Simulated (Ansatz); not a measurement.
# ZrO$_{2}$: the gap against volume

ZrO$_{2}$, Fm-3m, a = 5.116 Å. This isn't the usual stable structure of the compound. Ansatz: PBE, PAW, 420 eV, Γ-centred 8×8×8 mesh on 3 atoms, Gaussian smearing 0.02 eV; no spin polarisation. Symmetry fixes shape and atoms, so the cell is only scaled; x = ln(V/V0) with V0 = 11.157 Å³/atom. The gap is read at the mesh points alone.

```
      x gap y (eV)
-0.0619           ?
-0.0305       3.402
 0.0000       3.317
 0.0296       3.236
 0.0583       3.153
```

Task: Fit a straight line to the other rows, give the volume deformation potential of the gap and its pressure coefficient, and predict the missing gap. B0 = 236.1 GPa.

Result: Means x = 0.01435, y = 3.2770; Σ(Δx)² = 0.004382, ΣΔxΔy = -0.01226; the slope is their ratio. y = 3.3171 − 2.7970 x. The slope is the deformation potential a = dE_g/d ln V = -2.80 eV, and dE_g/dP = −a/B0 = 11.8 meV/GPa. At x = -0.0619 the fit asked for gives 3.490 eV. The run gave 3.488 eV, so the fit is 0.002 eV too high, within twice the rms miss on the fitted rows (0.001 eV). The form still works here, 35 % of the fitted range beyond its end.

Semilocal functionals give gaps under the measured ones; changes of the gap mostly carry over better.